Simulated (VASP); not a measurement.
Wanted: the native input for a VASP 6.6.1 run.

- Task: single point
- Functional: PBE
- Potentials or basis: VASP PAW PBE potentials, release 64 (Mg, H)
- Cutoff: 520 eV
- k mesh: 2 × 2 × 2
- Occupations: fermi-dirac, width 0.15 eV
- Spin: no spin polarisation
- Dipole correction: no
- Further INCAR settings: ALGO = Fast; EDIFF = 1e-06; NBANDS = 24

The structure of Mg12H (a cell with a defect) lies in POSCAR:

```
Mg12H
1.0
    6.4200000000      0.0000000000      0.0000000000
   -4.8150000000      8.3398250000      0.0000000000
    0.0000000000      0.0000000000      5.2130400000
Mg H
12 1
Direct
   -0.0299874790     -0.0001079159      0.0000959133
    0.1635700671      0.1945004841      0.4865491153
   -0.0039037233      0.3788448798      0.0213503062
    0.1714224432      0.5650118558      0.5052713963
   -0.0246235388      0.6708653959     -0.0120658963
    0.1925594007      0.9048870930      0.5237443027
    0.4829642444     -0.0421951300      0.0301743321
    0.6931885979      0.2325588367      0.4480495066
    0.5459785747      0.3265176428     -0.0051025889
    0.6507681204      0.5540044305      0.4895416110
    0.5278654325      0.6661051041      0.0075771527
    0.6423056939      0.9011220259      0.5224206989
    0.3816331830      0.7882419595      0.7900188757
```

The cell was built by a generator and needn't be a form met in nature.

The input as run:

INCAR

```
PREC     = Accurate       # precision mode
ENCUT    = 520            # plane-wave cutoff, eV
EDIFF    = 1E-6           # SCF threshold, eV
ISMEAR   = -1             # smearing method
SIGMA    = 0.15           # smearing width, eV
LREAL    = F              # projectors in reciprocal space
LASPH    = T              # aspherical terms in the spheres
NELM     = 100            # most SCF steps
ALGO     = Fast           # electronic algorithm
ISIF     = 2              # what is computed and relaxed
LWAVE    = F              # write WAVECAR
LCHARG   = F              # write CHGCAR
GGA      = PE             # functional
NBANDS   = 24             # bands
```

KPOINTS

```
Automatic mesh
0
Gamma
  2 2 2
```

Potentials or basis: VASP PAW PBE potentials, release 64 (Mg, H).

Command:

```console
$ cat potpaw_PBE.64/Mg/POTCAR potpaw_PBE.64/H/POTCAR > POTCAR
$ mpirun -np 1 vasp_std > vasp.out
```

Results of the run:

* Pressure: 1.9 GPa
* Largest force: 1.655 eV/Å
* Band gap on the k mesh: none (metal or under the smearing width)

Caveat: the k mesh is coarse (spacing up to 0.60 Å⁻¹), so the values aren't converged.

Wall time 41 s on 1 thread of AMD EPYC 9R45 96-Core Processor (Zen 5), with other jobs on the host, peak memory 0.32 GiB.
